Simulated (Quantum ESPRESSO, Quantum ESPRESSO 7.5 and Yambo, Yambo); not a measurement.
# A GW chain in Yambo: CdTe (F-43m)

How does a plane-wave GW calculation on CdTe (F-43m) run from the first input to the gap?

Method: PBE and many-body steps on it, plane waves, in Quantum ESPRESSO 7.5 and Yambo 5.3.0.

**Experimental background.**

- Gap 1.32 ± 0.02 eV: direct optical gap from Tauc analysis, 2.5 h deposition; UV-vis diffuse reflectance; film (electrodeposited 2.5 h on FTO, nearly stoichiometric) (“Electrodeposition of CdTe Thin Films for Solar Energy Water Splitting”, 2020, pmc:7177234).

- Gap 1.592 eV: near-band-edge L1 bound-exciton energy extrapolated to 0 K (Varshni), slightly below the true gap; temperature-dependent photoluminescence; 0 K; bulk crystal (vertical Bridgman single crystal) (“Photoluminescence characteristics of Cd1-xMnxTe single crystals grown by the vertical Bridgman method”, 2012, pmc:3275455).

- Gap 1.48 ± 0.02 eV: direct optical gap from Tauc analysis, 1.5 h deposition; UV-vis diffuse reflectance; film (electrodeposited 1.5 h on FTO, Te-rich) (“Electrodeposition of CdTe Thin Films for Solar Energy Water Splitting”, 2020, pmc:7177234).

**1. Starting point**

Symmetry: F-43m, No. 216, cubic system. Conventional cell: a = 6.480 Å, b = 6.480 Å, c = 6.480 Å, α = 90.00°, β = 90.00°, γ = 90.00°. Cd has 4 Te at 2.81 Å nearest. Nearest to Te lie 4 Cd at 2.81 Å. Farther neighbours and most contacts between anions are not listed.

The cell and positions come from the Crystallography Open Database and are kept as given unless a step says otherwise. Spin-orbit coupling is left out unless a step names it.

**2. Ground state**

This step: Quantum ESPRESSO 7.5; DFT, PBE, plane waves, norm-conserving pseudopotentials.

The ground-state density comes first.

pw.in reads:

```
&control
  calculation = 'scf'
  prefix = 'x'
  outdir = 'o'
  pseudo_dir = 'pseudo'
/
&system
  ibrav = 0
  nat = 2
  ntyp = 2
  ecutwfc = 94.0
  nbnd = 27
  force_symmorphic = .true.
/
&electrons
  conv_thr = 1e-10
  electron_maxstep = 80
  mixing_beta = 0.5
/
ATOMIC_SPECIES
  Cd 112.41 Cd.upf
  Te 127.6 Te.upf
CELL_PARAMETERS angstrom
  0.0000000000 3.2400000000 3.2400000000
  3.2400000000 0.0000000000 3.2400000000
  3.2400000000 3.2400000000 0.0000000000
ATOMIC_POSITIONS crystal
  Cd 0.0000000000 0.0000000000 0.0000000000
  Te 0.2500000000 0.2500000000 0.2500000000
K_POINTS automatic
  6 6 6 0 0 0
```

Run with:

```
$ OMP_NUM_THREADS=1 mpirun -n 4 pw.x -nk 4 -in pw.in > pw.out
```

Output:

```text
Program PWSCF v.7.5 starts

     This program is part of the open-source Quantum ESPRESSO suite
     for quantum simulation of materials; please cite
         "P. Giannozzi et al., J. Phys.:Condens. Matter 21 395502 (2009);
         "P. Giannozzi et al., J. Phys.:Condens. Matter 29 465901 (2017);
         "P. Giannozzi et al., J. Chem. Phys. 152 154105 (2020);
     in publications or presentations arising from this work. More details at
     Message from routine setup:
     using ibrav=0 with symmetry is DISCOURAGED, use correct ibrav instead

     G-vector sticks info

     bravais-lattice index     =            0
     lattice parameter (alat)  =       8.6588  a.u.
     unit-cell volume          =     459.0517 (a.u.)^3
     number of atoms/cell      =            2
     number of atomic types    =            2
     number of electrons       =        44.00
     number of Kohn-Sham states=           27
     kinetic-energy cutoff     =      94.0000  Ry
     charge density cutoff     =     376.0000  Ry
     scf convergence threshold =      1.0E-10
     mixing beta               =       0.5000
     number of iterations used =            8  plain     mixing
     Exchange-correlation= PBE
                           (   1   4   3   4   0   0   0)

     celldm(1)=   8.658823  celldm(2)=   0.000000  celldm(3)=   0.000000
     celldm(4)=   0.000000  celldm(5)=   0.000000  celldm(6)=   0.000000

     crystal axes: (cart. coord. in units of alat)
               a(1) = (   0.000000   0.707107   0.707107 )
               a(2) = (   0.707107   0.000000   0.707107 )
               a(3) = (   0.707107   0.707107   0.000000 )

     reciprocal axes: (cart. coord. in units 2 pi/alat)
               b(1) = ( -0.707107  0.707107  0.707107 )
               b(2) = (  0.707107 -0.707107  0.707107 )
               b(3) = (  0.707107  0.707107 -0.707107 )
     Pseudo is Norm-conserving + core correction, Zval = 20.0
     Generated using ONCVPSP code by D. R. Hamann
     Using radial grid of 1368 points,  6 beta functions with:
     Pseudo is Norm-conserving + core correction, Zval = 24.0
     Generated using ONCVPSP code by D. R. Hamann
     Using radial grid of 1294 points,  8 beta functions with:
     Cd               20.00   112.41000     Cd( 1.00)
     Te               24.00   127.60000     Te( 1.00)

     24 Sym. Ops. (no inversion) found

   Cartesian axes

     site n.     atom                  positions (alat units)
         1        Cd     tau(   1) = (   0.0000000   0.0000000   0.0000000  )
         2        Te     tau(   2) = (   0.3535534   0.3535534   0.3535534  )

     number of k points=    16
                       cart. coord. in units 2pi/alat
        k(    1) = (   0.0000000   0.0000000   0.0000000), wk =   0.0092593
        k(    2) = (   0.1178511   0.1178511  -0.1178511), wk =   0.0740741
        k(    3) = (   0.2357023   0.2357023  -0.2357023), wk =   0.0740741
        k(    4) = (  -0.3535534  -0.3535534   0.3535534), wk =   0.0370370
        k(    5) = (   0.2357023   0.0000000  -0.0000000), wk =   0.0555556
        k(    6) = (   0.3535534   0.1178511  -0.1178511), wk =   0.2222222
        k(    7) = (  -0.2357023  -0.4714045   0.4714045), wk =   0.2222222
        k(    8) = (  -0.1178511  -0.3535534   0.3535534), wk =   0.2222222
        k(    9) = (   0.0000000  -0.2357023   0.2357023), wk =   0.1111111
        k(   10) = (   0.4714045   0.0000000  -0.0000000), wk =   0.0555556
     [... 4 further rows ...]
        k(   15) = (  -0.1178511  -0.3535534   0.5892557), wk =   0.2222222
        k(   16) = (  -0.7071068   0.2357023   0.0000000), wk =   0.1111111

     Dense  grid:    56833 G-vectors     FFT dimensions: (  54,  54,  54)

     Initial potential from superposition of free atoms

     starting charge      43.9996, renormalised to      44.0000
     Starting wfcs are   23 randomized atomic wfcs +    4 random wfcs

     per-process dynamical memory:    48.1 Mb

     Self-consistent Calculation

     iteration #  1     ecut=    94.00 Ry     beta= 0.50

     Threshold (ethr) on eigenvalues was too large:
     Diagonalizing with lowered threshold

     total energy              =    -911.71303440 Ry
     estimated scf accuracy    <       0.05445599 Ry

     iteration #  2     ecut=    94.00 Ry     beta= 0.50

     total energy              =    -911.72582198 Ry
     estimated scf accuracy    <       0.00649679 Ry

     iteration #  3     ecut=    94.00 Ry     beta= 0.50

     total energy              =    -911.72678033 Ry
     estimated scf accuracy    <       0.00078054 Ry

     iteration #  4     ecut=    94.00 Ry     beta= 0.50

     total energy              =    -911.72684356 Ry
     estimated scf accuracy    <       0.00003914 Ry

     iteration #  5     ecut=    94.00 Ry     beta= 0.50

     total energy              =    -911.72684964 Ry
     estimated scf accuracy    <       0.00000207 Ry

     iteration #  6     ecut=    94.00 Ry     beta= 0.50

     total energy              =    -911.72685028 Ry
     estimated scf accuracy    <       0.00000020 Ry

     iteration #  7     ecut=    94.00 Ry     beta= 0.50

     total energy              =    -911.72685033 Ry
     estimated scf accuracy    <       0.00000004 Ry

     iteration #  8     ecut=    94.00 Ry     beta= 0.50

     total energy              =    -911.72685034 Ry
     estimated scf accuracy    <          1.3E-09 Ry

     iteration #  9     ecut=    94.00 Ry     beta= 0.50

     End of self-consistent calculation

          k = 0.0000 0.0000 0.0000 (  7119 PWs)   bands (ev):

  -150.4559-100.4825-100.4825-100.4825 -93.9053 -54.9601 -54.9601 -54.9601
   -27.7572 -27.7572 -27.7572 -27.7493 -27.7493  -2.9059  -0.0114  -0.0114
    -0.0114   0.2489   0.2489   8.2696   8.2696   8.2696   9.0401  12.8896
    12.8896  12.8896  15.7323

          k = 0.1179 0.1179-0.1179 (  7099 PWs)   bands (ev):

  -150.4559-100.4825-100.4825-100.4825 -93.9053 -54.9601 -54.9601 -54.9601
   -27.7572 -27.7571 -27.7571 -27.7493 -27.7493  -2.8061   0.0073   0.0073
     0.0721   0.2477   0.2477   6.5355   8.0422   8.0422  10.1291  13.0047
    13.2280  13.2280  16.8030

          k = 0.2357 0.2357-0.2357 (  7072 PWs)   bands (ev):

  -150.4559-100.4825-100.4825-100.4825 -93.9053 -54.9602 -54.9601 -54.9601
   -27.7572 -27.7569 -27.7569 -27.7492 -27.7492  -2.6065   0.0395   0.0395
     0.2517   0.2517   0.3518   4.6935   7.6614   7.6614  10.2025  13.5145
    13.5145  14.5341  16.3414

          k =-0.3536-0.3536 0.3536 (  7120 PWs)   bands (ev):

     [... further k-points ...]

     highest occupied, lowest unoccupied level (ev):     8.2696    9.0401

!    total energy              =    -911.72685034 Ry
     estimated scf accuracy    <          4.7E-11 Ry

     The total energy is the sum of the following terms:
     one-electron contribution =    -703.52208015 Ry
     hartree contribution      =     340.89972353 Ry
     xc contribution           =    -120.80708531 Ry
     ewald contribution        =    -428.29740841 Ry

     convergence has been achieved in   9 iterations

     XML data file, charge density, pseudopotentials, collected wavefunctions

=------------------------------------------------------------------------------=
   JOB DONE.
=------------------------------------------------------------------------------=
```

Elapsed: 18 s, on 4 MPI ranks of Arm Neoverse V1, shared host; peak memory 0.39 GiB.

Numbers from this step:

```
total energy               : -12404.6757 eV
gap                        : 0.7705 eV
k of the valence top       : 0, 0, 0
k of the conduction bottom : 0, 0, 0
least direct gap           : 0.7705 eV
```

The gap is direct, at Γ.

**3. Bands along the symmetry lines**

The cheap functional maps the bands first; the places of the edges decide which points the dearer methods must see.

pw.in reads:

```
&control
  calculation = 'bands'
  prefix = 'x'
  outdir = 'o'
  pseudo_dir = 'pseudo'
/
&system
  ibrav = 0
  nat = 2
  ntyp = 2
  ecutwfc = 94.0
  nbnd = 28
  force_symmorphic = .true.
/
&electrons
  conv_thr = 1e-9
  electron_maxstep = 80
  diago_full_acc = .true.
  diago_thr_init = 5e-6
/
ATOMIC_SPECIES
  Cd 112.41 Cd.upf
  Te 127.6 Te.upf
CELL_PARAMETERS angstrom
  0.0000000000 3.2400000000 3.2400000000
  3.2400000000 0.0000000000 3.2400000000
  3.2400000000 3.2400000000 0.0000000000
ATOMIC_POSITIONS crystal
  Cd 0.0000000000 0.0000000000 0.0000000000
  Te 0.2500000000 0.2500000000 0.2500000000
K_POINTS crystal
  50
  0.00000000 0.00000000 0.00000000 1
  -0.06250000 -0.06250000 0.00000000 1
  -0.12500000 -0.12500000 0.00000000 1
  -0.18750000 -0.18750000 0.00000000 1
  -0.25000000 -0.25000000 0.00000000 1
  -0.31250000 -0.31250000 0.00000000 1
  -0.37500000 -0.37500000 0.00000000 1
  -0.43750000 -0.43750000 0.00000000 1
  -0.50000000 -0.50000000 0.00000000 1
  -0.48437500 -0.48437500 0.03125000 1
  -0.46875000 -0.46875000 0.06250000 1
  -0.45312500 -0.45312500 0.09375000 1
  -0.43750000 -0.43750000 0.12500000 1
  -0.42187500 -0.42187500 0.15625000 1
  -0.40625000 -0.40625000 0.18750000 1
  -0.39062500 -0.39062500 0.21875000 1
  -0.37500000 -0.37500000 0.25000000 1
  -0.37500000 0.00000000 0.37500000 1
  -0.32812500 0.00000000 0.32812500 1
  -0.28125000 0.00000000 0.28125000 1
  -0.23437500 0.00000000 0.23437500 1
  -0.18750000 0.00000000 0.18750000 1
  -0.14062500 0.00000000 0.14062500 1
  -0.09375000 0.00000000 0.09375000 1
  -0.04687500 0.00000000 0.04687500 1
  0.00000000 0.00000000 0.00000000 1
  0.00000000 0.00000000 0.06250000 1
  0.00000000 0.00000000 0.12500000 1
  0.00000000 0.00000000 0.18750000 1
  0.00000000 0.00000000 0.25000000 1
  0.00000000 0.00000000 0.31250000 1
  0.00000000 0.00000000 0.37500000 1
  0.00000000 0.00000000 0.43750000 1
  0.00000000 0.00000000 0.50000000 1
  -0.06250000 -0.03125000 0.46875000 1
  -0.12500000 -0.06250000 0.43750000 1
  -0.18750000 -0.09375000 0.40625000 1
  -0.25000000 -0.12500000 0.37500000 1
  -0.31250000 -0.15625000 0.34375000 1
  -0.37500000 -0.18750000 0.31250000 1
  -0.43750000 -0.21875000 0.28125000 1
  -0.50000000 -0.25000000 0.25000000 1
  -0.50000000 -0.28125000 0.21875000 1
  -0.50000000 -0.31250000 0.18750000 1
  -0.50000000 -0.34375000 0.15625000 1
  -0.50000000 -0.37500000 0.12500000 1
  -0.50000000 -0.40625000 0.09375000 1
  -0.50000000 -0.43750000 0.06250000 1
  -0.50000000 -0.46875000 0.03125000 1
  -0.50000000 -0.50000000 0.00000000 1
```

Output:

```text
[banner, memory and clock lines left out]
Program PWSCF v.7.5 starts

     Atomic positions and unit cell read from directory:
     o/x.save/

     Message from routine setup:
     using ibrav=0 with symmetry is DISCOURAGED, use correct ibrav instead

     G-vector sticks info

     bravais-lattice index     =            0
     lattice parameter (alat)  =       8.6588  a.u.
     unit-cell volume          =     459.0517 (a.u.)^3
     number of atoms/cell      =            2
     number of atomic types    =            2
     number of electrons       =        44.00
     number of Kohn-Sham states=           28
     kinetic-energy cutoff     =      94.0000  Ry
     charge density cutoff     =     376.0000  Ry
     Exchange-correlation= PBE
                           (   1   4   3   4   0   0   0)

     celldm(1)=   8.658823  celldm(2)=   0.000000  celldm(3)=   0.000000
     celldm(4)=   0.000000  celldm(5)=   0.000000  celldm(6)=   0.000000

     crystal axes: (cart. coord. in units of alat)
               a(1) = (   0.000000   0.707107   0.707107 )
               a(2) = (   0.707107   0.000000   0.707107 )
               a(3) = (   0.707107   0.707107   0.000000 )

     reciprocal axes: (cart. coord. in units 2 pi/alat)
               b(1) = ( -0.707107  0.707107  0.707107 )
               b(2) = (  0.707107 -0.707107  0.707107 )
               b(3) = (  0.707107  0.707107 -0.707107 )
     Pseudo is Norm-conserving + core correction, Zval = 20.0
     Generated using ONCVPSP code by D. R. Hamann
     Using radial grid of 1368 points,  6 beta functions with:
     Pseudo is Norm-conserving + core correction, Zval = 24.0
     Generated using ONCVPSP code by D. R. Hamann
     Using radial grid of 1294 points,  8 beta functions with:
     Cd               20.00   112.41000     Cd( 1.00)
     Te               24.00   127.60000     Te( 1.00)

     24 Sym. Ops. (no inversion) found

   Cartesian axes

     site n.     atom                  positions (alat units)
         1        Cd     tau(   1) = (   0.0000000   0.0000000   0.0000000  )
         2        Te     tau(   2) = (   0.3535534   0.3535534   0.3535534  )

     number of k points=    50
                       cart. coord. in units 2pi/alat
        k(    1) = (   0.0000000   0.0000000   0.0000000), wk =   0.0400000
        k(    2) = (   0.0000000   0.0000000  -0.0883883), wk =   0.0400000
        k(    3) = (   0.0000000   0.0000000  -0.1767767), wk =   0.0400000
[...]
[... 38 further rows ...]
        k(   49) = (   0.0441942  -0.0000000  -0.7071068), wk =   0.0400000
        k(   50) = (   0.0000000   0.0000000  -0.7071068), wk =   0.0400000

     Dense  grid:    56833 G-vectors     FFT dimensions: (  54,  54,  54)

     The potential is recalculated from file :
     o/x.save/charge-density

     Starting wfcs are   23 randomized atomic wfcs +    5 random wfcs

     Band Structure Calculation

     End of band structure calculation

          k = 0.0000 0.0000 0.0000 (  7119 PWs)   bands (ev):

  -150.4559-100.4824-100.4824-100.4824 -93.9054 -54.9602 -54.9602 -54.9602
   -27.7572 -27.7572 -27.7572 -27.7493 -27.7493  -2.9059  -0.0114  -0.0114
    -0.0114   0.2488   0.2488   8.2696   8.2696   8.2696   9.0401  12.8896
    12.8896  12.8896  15.7323  17.7426

          k = 0.0000 0.0000-0.0884 (  7055 PWs)   bands (ev):

  -150.4559-100.4824-100.4824-100.4824 -93.9054 -54.9602 -54.9602 -54.9602
   -27.7572 -27.7570 -27.7570 -27.7493 -27.7492  -2.8857  -0.0057  -0.0057
[...]
13.0421  13.0421  16.0292  16.9638

          k = 0.0000 0.0000-0.1768 (  7075 PWs)   bands (ev):

  -150.4559-100.4824-100.4824-100.4824 -93.9054 -54.9602 -54.9602 -54.9602
[...]
13.4575  13.4575  15.9608  16.8536

          k =-0.0000 0.0000-0.2652 (  7055 PWs)   bands (ev):

[...]
k = 0.0000 0.0000-0.3536 (  7059 PWs)   bands (ev):

[...]
k = 0.0000-0.0000-0.4419 (  7059 PWs)   bands (ev):

[...]
k =-0.0000 0.0000-0.5303 (  7055 PWs)   bands (ev):

[...]
k = 0.0000-0.0000-0.6187 (  7071 PWs)   bands (ev):

[...]
k = 0.5303-0.0000-0.5303 (  7030 PWs)   bands (ev):

[...]
k = 0.0000 0.0000 0.0000 (  7119 PWs)   bands (ev):

[...]
k = 0.1326 0.0000-0.7071 (  7056 PWs)   bands (ev):

[...]
k = 0.0884-0.0000-0.7071 (  7054 PWs)   bands (ev):

[...]
k = 0.0442-0.0000-0.7071 (  7066 PWs)   bands (ev):

  -150.4559-100.4824-100.4824-100.4824 -93.9054 -54.9602 -54.9602 -54.9602
[...]
16.9418  17.2513  17.5044  19.2383

          k = 0.0000 0.0000-0.7071 (  7078 PWs)   bands (ev):

  -150.4559-100.4824-100.4824-100.4824 -93.9054 -54.9603 -54.9602 -54.9602
   -27.7578 -27.7566 -27.7566 -27.7494 -27.7490  -2.3880   0.1439   0.1529
     0.1529   0.2791   0.7400   3.9680   6.4086   6.4086  10.8859  10.9507
    17.0978  17.4167  17.4167  19.2021

     XML data file, pseudopotentials, collected wavefunctions
```

The job ended after 14 s (4 MPI ranks; peak memory 0.31 GiB; 57 s of CPU time).

This step gave:

* gap: 0.7705 eV
* k of the valence top: 0, 0, 0
* k of the conduction bottom: 0, 0, 0
* least direct gap: 0.7705 eV

The gap is 0.770 eV, as in the run before at this level.

The electronic bands at the labelled points (eV, zero at the top of the highest filled band):

| point | band 19 | band 20 | band 21 | band 22 | band 23 | band 24 | band 25 | band 26 |
| --- | --- | --- | --- | --- | --- | --- | --- | --- |
| Γ | -8.02 | 0.00 | 0.00 | 0.00 | 0.77 | 4.62 | 4.62 | 4.62 |
| halfway | -7.99 | -2.66 | -1.08 | -1.08 | 2.95 | 3.34 | 6.49 | 6.49 |
| X | -7.53 | -4.30 | -1.86 | -1.86 | 2.62 | 2.68 | 8.83 | 9.15 |
| halfway | -7.51 | -4.27 | -2.15 | -1.78 | 2.72 | 3.25 | 8.10 | 8.50 |
| U | -7.48 | -4.20 | -2.55 | -1.54 | 2.91 | 4.53 | 7.36 | 7.48 |
| jump to K | -7.48 | -4.20 | -2.55 | -1.54 | 2.91 | 4.53 | 7.36 | 7.48 |
| halfway | -7.96 | -3.01 | -1.49 | -0.45 | 2.83 | 4.89 | 5.33 | 5.45 |
| Γ | -8.02 | 0.00 | 0.00 | 0.00 | 0.77 | 4.62 | 4.62 | 4.62 |
| halfway | -8.02 | -2.72 | -0.43 | -0.43 | 1.99 | 5.17 | 5.17 | 5.37 |
| L | -7.67 | -4.42 | -0.77 | -0.77 | 1.82 | 5.21 | 5.21 | 7.07 |
| halfway | -7.57 | -4.23 | -2.06 | -1.26 | 3.24 | 4.61 | 5.99 | 7.21 |
| W | -7.45 | -4.18 | -2.32 | -2.19 | 4.26 | 4.69 | 5.57 | 6.32 |
| halfway | -7.49 | -4.24 | -2.10 | -2.04 | 3.32 | 3.32 | 7.47 | 7.56 |
| X | -7.53 | -4.30 | -1.86 | -1.86 | 2.62 | 2.68 | 8.83 | 9.15 |

The electronic bands as a text plot (rows in eV, shown from -8.0 to 6.8 only):

```
    6.5 |     ++            ++                 +         ++++
    5.8 |    +              ++++             ++      ++++ ++
    5.2 |  ++              ++++++++++      ++++++++++    +
    4.6 |++               +     ++++++++++++        ++++++++
    4.0 |  ++            +                              +++++
    3.4 |    +++++     ++   ++++                      ++     +
    2.8 |    +++++++++++++++    +                    +        +++
    2.2 |  ++                    ++++      +++++  +++
    1.5 | +                          +   ++     ++
    0.9 |+                            +++
    0.3 |
   -0.3 |****                   ***************
   -0.9 |    ***            **** **      **    *******
   -1.5 |  **   ***** ******    *  **               *****
   -2.2 |    *       ****   **** **        *          ***********
   -2.8 |     **         ***    *           *
   -3.4 |       **            **             **
   -4.0 |         ************                 **    ************
   -4.6 |                                        ****
   -5.2 |
   -5.8 |
   -6.5 |
   -7.1 |
   -7.7 |     *******************            ********************
         Γ           X  U|K            Γ         L        W     X
```

(Part 1 of 3 ends here.)

[Paths, hosts, dates, memory and timing lines, banners, echoed tables and standing remarks are left out of the program output.]

[Logs are printed without paths, hosts, clocks, repeated set-up lines and the standing remarks that a program may print on its own settings, such as how far it seeks lower states.]

[Runs of the session that timed out or met a known fault of the program may be left out.]

[Hosts, paths, dates, database ids (printed as entryN), source tags and the programs' standing remarks are cut or masked in the printed files.]
